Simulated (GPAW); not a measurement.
## B in GPAW: convergence with convergence criteria

Crystal: B.

```
CELL_PARAMETERS angstrom
1.88524 0.00000 0.00000
0.00000 1.88524 0.00000
0.00000 0.00000 1.88524
ATOMIC_POSITIONS crystal
B 0.50000 0.50000 0.50000
```

The cell was built by a generator and needn't be a form met in nature.

| Quantity | Value |
| --- | --- |
| Program | GPAW 26.7.0 |
| Task | convergence study |
| Functional | LDA |
| Potentials or basis | the program's PAW data sets (release 1.2.1) made for this functional |
| Cutoff | 800 eV |
| Basis | pw |
| k mesh | 14 × 14 × 14 |
| Occupations | fermi-dirac, width 0.05 eV |
| Spin | no spin polarisation |

These are the settings of the first run; the series varies convergence criteria, with any setting tied to it.

Hardware: 1 thread of Arm Neoverse V1 (shared host).

| convergence criteria | energy less the tightest run, at zero smearing (meV/atom) | SCF cycles | CPU time (s) | peak memory (GiB) |
| --- | --- | --- | --- | --- |
| density=0.001 energy=0.01 eigenstates=0.0001 | 0.00 | 5 | 5.9 | 0.12 |
| default | 0.00 | 7 | 7.3 | 0.12 |
| density=1e-05 energy=1e-05 | 0.00 | 7 | 7.2 | 0.12 |
| density=1e-05 forces=0.0001 | 0.00 | 8 | 7.6 | 0.12 |
| density=1e-06 energy=1e-06 eigenstates=1e-10 | 0.00 | 9 | 8.5 | 0.12 |

Against the tightest run, the energy stays within 1 meV/atom from density=0.001 energy=0.01 eigenstates=0.0001 on. The tightest run that finished is the yardstick and may itself not be fully converged.
